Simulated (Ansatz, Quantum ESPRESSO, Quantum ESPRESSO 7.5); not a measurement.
## Ballistic transmission: C2 in line between two Pt chains

Wanted: the transmission near the Fermi level and the conductance of this junction: C2 in line between two Pt chains.

Program: Quantum ESPRESSO 7.5. Level of theory: plane-wave DFT, PBE, GBRV ultrasoft pseudopotentials (cross-check by Ansatz 0.2.0 with PAW datasets). Results are calculated unless marked as measured.

### Step 1. The structure

The cell holds 16 atoms: 14 Pt and 2 C. Cell: a = 7.500 Å, b = 7.500 Å, c = 36.071 Å, α = 90.0°, β = 90.0°, γ = 90.0°. Regions: left lead, 7 atoms (7 Pt); channel, 2 atoms (2 C); right lead, 7 atoms (7 Pt). Vacuum lies along a and b. The structure is stacked along c, and the current runs across the ab planes.

### Step 2. Ground state

One periodic cell holds a stretch of lead, the junction and more lead; the atoms stay as built.

File scf.in:

```
&control
  prefix = 'scf'
  outdir = './out'
  pseudo_dir = './pseudo'
  calculation = 'scf'
  tprnfor = .true.
/
&system
  ibrav = 0
  nat = 16
  ntyp = 2
  ecutwfc = 34
  ecutrho = 170
  occupations = 'smearing'
  smearing = 'mv'
  degauss = 0.01
/
&electrons
  conv_thr = 1e-07
  mixing_beta = 0.25
  electron_maxstep = 120
  mixing_mode = 'local-TF'
/
ATOMIC_SPECIES
  Pt  195.0840  pt_pbe_v1.4.uspp.F.UPF
  C   12.0110  c_pbe_v1.2.uspp.F.UPF
CELL_PARAMETERS angstrom
  7.50000000000000 0.00000000000000 0.00000000000000
  0.00000000000000 7.50000000000000 0.00000000000000
  0.00000000000000 0.00000000000000 36.07140000000000
ATOMIC_POSITIONS crystal
  Pt  0.500000000000 0.500000000000 0.000000000000
  Pt  0.500000000000 0.500000000000 0.066534706166
  Pt  0.500000000000 0.500000000000 0.133069412332
  Pt  0.500000000000 0.500000000000 0.199604118498
  Pt  0.500000000000 0.500000000000 0.266138824664
  Pt  0.500000000000 0.500000000000 0.332673530831
  Pt  0.500000000000 0.500000000000 0.399208236997
  C   0.500000000000 0.500000000000 0.449544514491
  C   0.500000000000 0.500000000000 0.483920779343
  Pt  0.500000000000 0.500000000000 0.534257056837
  Pt  0.500000000000 0.500000000000 0.600791763003
  Pt  0.500000000000 0.500000000000 0.667326469169
  Pt  0.500000000000 0.500000000000 0.733861175336
  Pt  0.500000000000 0.500000000000 0.800395881502
  Pt  0.500000000000 0.500000000000 0.866930587668
  Pt  0.500000000000 0.500000000000 0.933465293834
K_POINTS automatic
  1 1 3 0 0 0
```

The run is started by

```bash
$ OMP_NUM_THREADS=1 mpirun -n 4 pw.x -nk 1 -in scf.in > scf.out
```

Log:

```text
Program PWSCF v.7.5 starts
[citation notice left out]

     Parallel version (MPI & OpenMP), running on       4 processor cores
     Number of MPI processes:                 4
     Threads/MPI process:                     1

     MPI processes distributed on     1 nodes
[...]
Current dimensions of program PWSCF are:
     Max number of different atomic species (ntypx) = 10
     Max number of k-points (npk) =  40000
     Max angular momentum in pseudopotentials (lmaxx) =  4
     Message from routine setup:
     using ibrav=0 with symmetry is DISCOURAGED, use correct ibrav instead

     R & G space division:  proc/nbgrp/npool/nimage =       4
     Subspace diagonalization in iterative solution of the eigenvalue problem:
     a serial algorithm will be used

     Parallelization info
     --------------------
     sticks:   dense  smooth     PW     G-vecs:    dense   smooth      PW
     Min         677     544    138               128133    91690   11636
     Max         678     545    139               128160    91705   11649
     Sum        2709    2177    553               512567   366781   46567

     Using Slab Decomposition

     bravais-lattice index     =            0
     lattice parameter (alat)  =      14.1729  a.u.
     unit-cell volume          =   13692.4803 (a.u.)^3
     number of atoms/cell      =           16
     number of atomic types    =            2
     number of electrons       =       232.00
     number of Kohn-Sham states=          139
     kinetic-energy cutoff     =      34.0000  Ry
     charge density cutoff     =     170.0000  Ry
     scf convergence threshold =      1.0E-07
     mixing beta               =       0.2500
     number of iterations used =            8  local-TF  mixing
     Exchange-correlation= SLA  PW   PBE  PBE
                           (   1   4   3   4   0   0   0)

     celldm(1)=  14.172946  celldm(2)=   0.000000  celldm(3)=   0.000000
     celldm(4)=   0.000000  celldm(5)=   0.000000  celldm(6)=   0.000000

     crystal axes: (cart. coord. in units of alat)
               a(1) = (   1.000000   0.000000   0.000000 )
               a(2) = (   0.000000   1.000000   0.000000 )
               a(3) = (   0.000000   0.000000   4.809520 )

     reciprocal axes: (cart. coord. in units 2 pi/alat)
               b(1) = (  1.000000  0.000000  0.000000 )
               b(2) = (  0.000000  1.000000  0.000000 )
               b(3) = (  0.000000  0.000000  0.207921 )

     PseudoPot. # 1 for Pt read from file:
     ./pseudo/pt_pbe_v1.4.uspp.F.UPF
     Pseudo is Ultrasoft + core correction, Zval = 16.0
     Generated by new atomic code, or converted to UPF format
     Using radial grid of  985 points,  6 beta functions with:
                l(1) =   0
                l(2) =   0
                l(3) =   1
                l(4) =   1
                l(5) =   2
                l(6) =   2
     Q(r) pseudized with  8 coefficients,  rinner =    1.300   1.300   1.300
                                                       1.300   1.300

     PseudoPot. # 2 for C  read from file:
     ./pseudo/c_pbe_v1.2.uspp.F.UPF
     Pseudo is Ultrasoft + core correction, Zval =  4.0
     Generated by new atomic code, or converted to UPF format
     Using radial grid of  721 points,  4 beta functions with:
                l(1) =   0
                l(2) =   0
                l(3) =   1
                l(4) =   1
     Q(r) pseudized with  8 coefficients,  rinner =    1.100   1.100   1.100

     atomic species   valence    mass     pseudopotential
     Pt               16.00   195.08400     Pt( 1.00)
     C                 4.00    12.01100     C ( 1.00)

      8 Sym. Ops. (no inversion) found

   Cartesian axes

     site n.     atom                  positions (alat units)
         1        Pt     tau(   1) = (   0.5000000   0.5000000   0.0000000  )
         2        Pt     tau(   2) = (   0.5000000   0.5000000   0.3200000  )
         3        Pt     tau(   3) = (   0.5000000   0.5000000   0.6400000  )
         4        Pt     tau(   4) = (   0.5000000   0.5000000   0.9600000  )
         5        Pt     tau(   5) = (   0.5000000   0.5000000   1.2800000  )
         6        Pt     tau(   6) = (   0.5000000   0.5000000   1.6000000  )
         7        Pt     tau(   7) = (   0.5000000   0.5000000   1.9200000  )
         8        C      tau(   8) = (   0.5000000   0.5000000   2.1620933  )
         9        C      tau(   9) = (   0.5000000   0.5000000   2.3274267  )
        10        Pt     tau(  10) = (   0.5000000   0.5000000   2.5695200  )
        11        Pt     tau(  11) = (   0.5000000   0.5000000   2.8895200  )
        12        Pt     tau(  12) = (   0.5000000   0.5000000   3.2095200  )
        13        Pt     tau(  13) = (   0.5000000   0.5000000   3.5295200  )
        14        Pt     tau(  14) = (   0.5000000   0.5000000   3.8495200  )
        15        Pt     tau(  15) = (   0.5000000   0.5000000   4.1695200  )
        16        Pt     tau(  16) = (   0.5000000   0.5000000   4.4895200  )

     number of k points=     2  Marzari-Vanderbilt smearing, width (Ry)=  0.0100
                       cart. coord. in units 2pi/alat
        k(    1) = (   0.0000000   0.0000000   0.0000000), wk =   0.6666667
        k(    2) = (   0.0000000   0.0000000   0.0693070), wk =   1.3333333

     Dense  grid:   512567 G-vectors     FFT dimensions: (  60,  60, 288)

     Smooth grid:   366781 G-vectors     FFT dimensions: (  54,  54, 256)

     Estimated max dynamical RAM per process >     639.51 MB

     Estimated total dynamical RAM >       2.50 GB

     Initial potential from superposition of free atoms

     starting charge     224.9998, renormalised to     232.0000

     negative rho (up, down):  2.768E+00 0.000E+00
     Starting wfcs are  176 randomized atomic wfcs

     total cpu time spent up to now is        4.3 secs

     per-process dynamical memory:   176.2 Mb

     Self-consistent Calculation

     iteration #  1     ecut=    34.00 Ry     beta= 0.25
     Davidson diagonalization with overlap
     ethr =  1.00E-02,  avg # of iterations =  2.0

     negative rho (up, down):  3.000E+00 0.000E+00

     total cpu time spent up to now is       14.9 secs

     total energy              =   -2971.73499842 Ry
     estimated scf accuracy    <     113.11779171 Ry

     iteration #  2     ecut=    34.00 Ry     beta= 0.25
[...]
negative rho (up, down):  3.257E+00 0.000E+00

[...]
total energy              =   -2970.16667336 Ry
     estimated scf accuracy    <      24.14267468 Ry

[...]
estimated scf accuracy    <       0.00138360 Ry

     iteration # 13     ecut=    34.00 Ry     beta= 0.25
[...]
negative rho (up, down):  2.517E+00 0.000E+00

[...]
total energy              =   -2969.73803405 Ry
     estimated scf accuracy    <       0.00066178 Ry

     iteration # 14     ecut=    34.00 Ry     beta= 0.25
[...]
negative rho (up, down):  2.508E+00 0.000E+00

[...]
total energy              =   -2969.73789004 Ry
     estimated scf accuracy    <       0.00031821 Ry

     iteration # 15     ecut=    34.00 Ry     beta= 0.25
[...]
negative rho (up, down):  2.509E+00 0.000E+00

[...]
total energy              =   -2969.73792057 Ry
     estimated scf accuracy    <       0.00019776 Ry

     iteration # 16     ecut=    34.00 Ry     beta= 0.25
[...]
negative rho (up, down):  2.511E+00 0.000E+00

[...]
total energy              =   -2969.73795394 Ry
     estimated scf accuracy    <       0.00011279 Ry

     iteration # 17     ecut=    34.00 Ry     beta= 0.25
[...]
negative rho (up, down):  2.513E+00 0.000E+00

[...]
total energy              =   -2969.73796866 Ry
     estimated scf accuracy    <       0.00002492 Ry

     iteration # 18     ecut=    34.00 Ry     beta= 0.25
[...]
negative rho (up, down):  2.513E+00 0.000E+00

[...]
total energy              =   -2969.73797466 Ry
     estimated scf accuracy    <       0.00000465 Ry

     iteration # 19     ecut=    34.00 Ry     beta= 0.25
[...]
negative rho (up, down):  2.512E+00 0.000E+00

[...]
total energy              =   -2969.73798086 Ry
     estimated scf accuracy    <       0.00000187 Ry

     iteration # 20     ecut=    34.00 Ry     beta= 0.25
[...]
negative rho (up, down):  2.512E+00 0.000E+00

[...]
total energy              =   -2969.73798495 Ry
     estimated scf accuracy    <       0.00000113 Ry

     iteration # 21     ecut=    34.00 Ry     beta= 0.25
[...]
negative rho (up, down):  2.512E+00 0.000E+00

[...]
total energy              =   -2969.73798566 Ry
     estimated scf accuracy    <       0.00000050 Ry

     iteration # 22     ecut=    34.00 Ry     beta= 0.25
[...]
negative rho (up, down):  2.512E+00 0.000E+00

[...]
total energy              =   -2969.73798562 Ry
     estimated scf accuracy    <       0.00000017 Ry

     iteration # 23     ecut=    34.00 Ry     beta= 0.25
[...]
negative rho (up, down):  2.512E+00 0.000E+00

[...]
End of self-consistent calculation

          k = 0.0000 0.0000 0.0000 ( 45855 PWs)   bands (ev):

   -55.9945 -55.9731 -55.9387 -55.9028 -55.8001 -55.6948 -55.5839 -55.4601
   -55.3319 -55.2192 -55.1156 -55.0021 -54.9545 -54.9268 -54.5179 -54.5179
   -54.5168 -54.5168 -54.5090 -54.5090 -54.5090 -54.5090 -54.4689 -54.4689
   -54.4630 -54.4630 -54.4483 -54.4483 -54.4470 -54.4470 -54.4114 -54.4114
   -54.3858 -54.3858 -54.3854 -54.3854 -54.3620 -54.3620 -54.3607 -54.3607
   -54.3601 -54.3601 -16.9729 -11.2776 -10.0545  -9.5263  -9.2565  -8.6301
    -8.1459  -7.2261  -7.1703  -7.1703  -6.9249  -6.9249  -6.8728  -6.8728
    -6.5484  -6.5484  -6.5244  -6.5195  -6.5195  -5.9492  -5.9492  -5.9041
    -5.9041  -5.4124  -5.1658  -5.1658  -5.0636  -5.0636  -4.7577  -4.7370
    -4.6811  -4.6092  -4.6046  -4.5906  -4.5783  -4.5739  -4.5184  -4.5141
    -4.4748  -4.4708  -4.4680  -4.3574  -4.3538  -4.2609  -4.2589  -4.2577
    -4.2110  -4.2110  -4.1723  -4.1694  -4.1358  -4.1358  -4.0728  -4.0704
    -4.0363  -3.9521  -3.9500  -3.9171  -3.8405  -3.8388  -3.7856  -3.7841
    -3.7123  -3.6869  -3.6857  -3.6541  -3.6401  -3.6390  -3.6059  -3.6050
    -3.2872  -3.2575  -3.2338  -3.2338  -3.2067  -3.2067  -3.0819  -3.0277
    -2.9060  -2.5168  -2.5168  -2.5030  -2.5030  -2.3468  -1.5641  -0.3358
     0.5804   0.5971   0.5971   0.6128   0.6128   1.1936   1.1937   1.2271
     1.2271   1.4910   2.0203

          k = 0.0000 0.0000 0.0693 ( 45830 PWs)   bands (ev):

   -55.9945 -55.9731 -55.9387 -55.9028 -55.8001 -55.6948 -55.5839 -55.4601
   -55.3319 -55.2192 -55.1156 -55.0021 -54.9545 -54.9268 -54.5179 -54.5179
   -54.5168 -54.5168 -54.5090 -54.5090 -54.5090 -54.5090 -54.4689 -54.4689
   -54.4630 -54.4630 -54.4483 -54.4483 -54.4470 -54.4470 -54.4114 -54.4114
   -54.3858 -54.3858 -54.3854 -54.3854 -54.3620 -54.3620 -54.3607 -54.3607
   -54.3601 -54.3601 -16.9729 -11.2776 -10.0524  -9.5537  -9.1932  -8.7270
    -8.0278  -7.3531  -7.1695  -7.1695  -6.9518  -6.9518  -6.8083  -6.8083
    -6.6822  -6.6822  -6.3928  -6.3565  -6.3565  -6.1536  -6.1536  -5.6813
    -5.6813  -5.5496  -5.4010  -5.4010  -4.8133  -4.8133  -4.7578  -4.6996
    -4.6092  -4.6046  -4.6001  -4.5784  -4.5739  -4.5727  -4.5181  -4.5138
    -4.4914  -4.4914  -4.4751  -4.4712  -4.4689  -4.3569  -4.3533  -4.2681
    -4.2618  -4.2585  -4.1711  -4.1683  -4.0738  -4.0714  -4.0404  -4.0083
    -3.9512  -3.9491  -3.8520  -3.8520  -3.8418  -3.8400  -3.7846  -3.7831
    -3.7130  -3.6874  -3.6861  -3.6397  -3.6387  -3.6060  -3.6050  -3.5846
    -3.5239  -3.5239  -3.3377  -3.2813  -3.0335  -2.9920  -2.9380  -2.9380
    -2.8873  -2.6928  -2.6928  -2.4642  -2.4098  -2.4098  -1.4456  -0.4426
     0.5185   0.5185   0.6617   0.7621   0.7621   0.9695   0.9695   1.4582
     1.4703   1.4703   1.7596

     the Fermi energy is    -3.1890 ev

!    total energy              =   -2969.73798603 Ry
     estimated scf accuracy    <       0.00000007 Ry
     smearing contrib. (-TS)   =      -0.00269108 Ry
     internal energy E=F+TS    =   -2969.73529495 Ry

     The total energy is F=E-TS. E is the sum of the following terms:
     one-electron contribution =   -3497.15098080 Ry
     hartree contribution      =    1752.33248327 Ry
     xc contribution           =    -800.52739700 Ry
     ewald contribution        =    -424.38940042 Ry

     convergence has been achieved in  23 iterations

     negative rho (up, down):  2.512E+00 0.000E+00

     Forces acting on atoms (cartesian axes, Ry/au):

     atom    1 type  1   force =     0.00000000    0.00000000   -0.00004296
     atom    2 type  1   force =     0.00000000    0.00000000    0.00209670
     atom    3 type  1   force =     0.00000000    0.00000000    0.00208587
     atom    4 type  1   force =     0.00000000    0.00000000   -0.00167114
     atom    5 type  1   force =     0.00000000    0.00000000   -0.01401398
     atom    6 type  1   force =     0.00000000    0.00000000   -0.00979629
     atom    7 type  1   force =     0.00000000    0.00000000   -0.01629659
     atom    8 type  2   force =     0.00000000    0.00000000   -0.15599057
     atom    9 type  2   force =     0.00000000    0.00000000    0.15584636
     atom   10 type  1   force =     0.00000000    0.00000000    0.01631615
     atom   11 type  1   force =     0.00000000    0.00000000    0.00982479
     atom   12 type  1   force =     0.00000000    0.00000000    0.01403623
     atom   13 type  1   force =     0.00000000    0.00000000    0.00169225
     atom   14 type  1   force =     0.00000000    0.00000000   -0.00207178
     atom   15 type  1   force =     0.00000000    0.00000000   -0.00207850
     atom   16 type  1   force =     0.00000000    0.00000000    0.00006348

     Total force =     0.223074     Total SCF correction =     0.000596

[...]
=------------------------------------------------------------------------------=
   JOB DONE.
=------------------------------------------------------------------------------=
```

Run time: 3.7 min. Hardware: 4 MPI ranks of Arm Neoverse V2, shared host; peak memory 2.5 GiB; 15 min of CPU time.

Read from the output:

* free energy: -40405.3437 eV
* Fermi energy: -3.189 eV

The program's own clock; routines nest. Time by routine:

```
     routine  wall time (s)  calls
       PWSCF          220.2      1
   electrons          213.7      1
     c_bands          155.6     23
     cegterg          153.2     46
       h_psi          86.67    212
        fftw          66.62  34304
    vloc_psi          58.07    212
    sum_band          32.05     23
      calbec          21.24    266
h_psi:calbec          13.89    212
  add_vuspsi          13.86    212
       s_psi          13.83    212
     mix_rho          12.98     23
        newd          11.44     24
```

The run needed 23 iterations to bring the estimated error under 1e-07 Ry; the largest force on any atom, held or free, is 4.01 eV/Å.

(Part 1 of 4 ends here.)

[Logs are printed without paths, hosts, clocks, repeated set-up lines and the standing remarks that a program may print on its own settings, such as how far it seeks lower states.]

[Hosts, paths, dates, database ids (printed as entryN), source tags and the programs' standing remarks are cut or masked in the printed files.]

[Maps of the electrostatic potential energy from Ansatz leave out the sawtooth potential of an applied field or a dipole correction, so their vacuum need not be flat; planar profiles and work functions include it.]
